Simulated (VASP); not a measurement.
Input of a VASP 6.6.1 run:

File POSCAR:

```
ZnS
1.0
    3.8110000000      0.0000000000      0.0000000000
   -1.9055000000      3.3004228138      0.0000000000
    0.0000000000      0.0000000000      6.2340000000
Zn S
2 2
Direct
    0.3333333333      0.6666666667      0.0000000000
    0.6666666667      0.3333333333      0.5000000000
    0.3333333333      0.6666666667      0.3850000000
    0.6666666667      0.3333333333      0.8850000000
```

The input INCAR.step1:

```
SYSTEM = ZnS
PREC     = Accurate       ! precision mode
ENCUT    = 520            ! plane-wave cutoff, eV
ISMEAR   = 0              ! smearing method
SIGMA    = 0.05           ! smearing width, eV
LREAL    = .FALSE.        ! projectors in reciprocal space
LASPH    = .TRUE.         ! aspherical terms in the spheres
NELM     = 80             ! most SCF steps
NBANDS   = 26             ! bands
GGA      = PE             ! functional
ALGO     = Normal         ! electronic algorithm
EDIFF    = 1E-4           ! SCF threshold, eV
LWAVE    = .TRUE.         ! write WAVECAR
LCHARG   = .FALSE.        ! write CHGCAR
```

Contents of INCAR.step2:

```
SYSTEM = ZnS
PREC     = Accurate       ! precision mode
ENCUT    = 520            ! plane-wave cutoff, eV
EDIFF    = 1E-6           ! SCF threshold, eV
ISMEAR   = 0              ! smearing method
SIGMA    = 0.05           ! smearing width, eV
LREAL    = .FALSE.        ! projectors in reciprocal space
LASPH    = .TRUE.         ! aspherical terms in the spheres
NELM     = 80             ! most SCF steps
ALGO     = Normal         ! electronic algorithm
ISIF     = 2              ! what is computed and relaxed
LWAVE    = .FALSE.        ! write WAVECAR
LCHARG   = .TRUE.         ! write CHGCAR
METAGGA  = R2SCAN         ! meta-GGA
LMIXTAU  = .TRUE.       
LELF     = .TRUE.         ! ELF
LVHAR    = .TRUE.       
NBANDS   = 26             ! bands
ISTART   = 1
```

The input KPOINTS:

```
Automatic mesh
0
G
  9 9 6
  0 0 0
```

Potentials or basis: VASP PAW PBE potentials, release 64 (Zn, S).

Run with:

```console
$ cat potpaw_PBE.64/Zn/POTCAR potpaw_PBE.64/S/POTCAR > POTCAR
$ cp INCAR.step1 INCAR
$ mpirun -np 1 vasp_std > vasp.out
$ cp INCAR.step2 INCAR
$ mpirun -np 1 vasp_std > vasp.out
```

Predict the band gap on the k mesh.

2.83 eV.

What does it give for the pressure?

0.2 GPa.

Predict the largest force.

0.318 eV/Å.

Stress tensor (GPa, compression positive):
```
 0.83  0.00  0.00
 0.00  0.83  0.00
 0.00  0.00 -1.08
```

Caveat: the PAW data sets were made with another functional, which shifts forces and pressure a little; an odd mesh through Γ misses points on the zone boundary, where band edges can lie.

**Measured values to compare with.**

A printed reference work, monograph reports, for a bulk crystal of ZnS at 4 K: band gap 3.911 eV (direct).

Measured gap of ZnS: 3.911 eV (direct; 4 K; a printed reference work, monograph). This calculation gives 2.83 eV (-1.08 eV). The value is that of r2SCAN on a finite k mesh, which can miss the band edges, without temperature or zero-point motion.
